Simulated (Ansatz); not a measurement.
TaN: relaxation (Ansatz)

Launch command:

```bash
ansatz run input.yaml --threads 2 --pin off --max-ram 3584MiB --backend cpu --events-out ev --progress --plain --runs-dir out
```

The input file (Ansatz 0.2.0, plane waves):

```yaml
crystal:
  lattice:
    - [1.477957, 2.559894, 0.0]
    - [-1.477957, 2.559894, 0.0]
    - [0.0, 0.0, 2.900579]
  atoms:
    - { symbol: "N", position: [0.0, 0.0, 0.0] }
    - { symbol: Ta, position: [0.3333, 0.3334, 0.5] }
  symmetry: { tolerance: 0.0003 }
kpoints:
  mp_grid: { grid: [10, 10, 9], shift: [0, 0, 0] }
magnetization:
  spin_polarized: false
scf:
  occupations: { method: gaussian, width: 0.059 }
  lower_state_search: "off"
hamiltonian:
  pseudopotentials: { kind: paw }
  xc: pbe
  hubbard:
    projectors: all-electron-ortho-atomic
    sites: [{ species: Ta, l: d, u_eff: 5.94 }]
basis:
  ecutwfc: 420
  fft_grid_basis: typed
relax:
  max_steps: 40
  cell: { p_target: 5.0 }
output:
  forces: true
  stress: true
  eigenvalues: true
  bader: true
  populations: true
  elf: true
  write_potential: true
  volumetric_format: npy
  dos:
    e_range: [-12, 8]
    de: 0.05
    projected: { site_lists: { "N": ["N"], Ta: [Ta] } }
  write_density: true
checkpoint:
  read: saved_state
```

Origin of the cell: a database entry, scaled a little.

The saved state is a converged single point of the same cell.

Steps («new basis» is an SCF on plane waves selected anew at the same cell):

| step | ΔH (meV/atom) | max force component (eV/Å) | P (GPa) | volume (Å³) | SCF iterations | step was |
| --- | --- | --- | --- | --- | --- | --- |
| 1 | 0.0 | 0.000 | 4.32 | 21.95 | 6 | accepted |
| 2 | 1.5 | 0.000 | 4.84 | 21.95 | 6 | rejected |
| 3 | -0.4 | 0.000 | 4.98 | 21.92 | 8 | accepted |
| 4 | -0.4 | 0.000 | 4.98 | 21.92 | 5 | new basis |
| 5 | -0.4 | 0.000 | 5.00 | 21.91 | 3 | accepted |
| 6 | -0.4 | 0.000 | 5.00 | 21.91 | 6 | new basis |

Before:

Space group P-6m2 (No. 187); the run's cell has a = 2.956 Å, b = 2.956 Å, c = 2.901 Å, α = 90.00°, β = 90.00°, γ = 60.00°. Shortest distances: N–Ta 2.24 Å, Ta–Ta 2.90 Å, N–N 2.90 Å.

After:

Space group P-6m2 (No. 187); the run's cell has a = 2.959 Å, b = 2.959 Å, c = 2.889 Å, α = 90.00°, β = 90.00°, γ = 60.00°. Shortest distances: N–Ta 2.24 Å, N–N 2.89 Å, Ta–Ta 2.89 Å.

```xyz
2
Lattice="1.4797 2.5628 0.0000 -1.4797 2.5628 0.0000 0.0000 0.0000 2.8895" Properties=species:S:1:pos:R:3 pbc="T T T"
N     0.0000    0.0000    0.0000
Ta    0.0000    1.7086    1.4447
```

```yaml
Enthalpy_lowered_by: 0.4 meV/atom
Volume_change: -0.15 %
Final_pressure: 5.00 GPa
Relaxation_steps_listed: 6
```

Caveats: no moments, though an odd count or open d shells may carry them; no spin-orbit coupling, though heavy elements are present; the relaxation held the start's symmetry, so the end may be a saddle point.

Time: 18 s on 2 threads of Arm Neoverse V2, with other jobs on the host, peak memory 0.31 GiB, from a saved density.
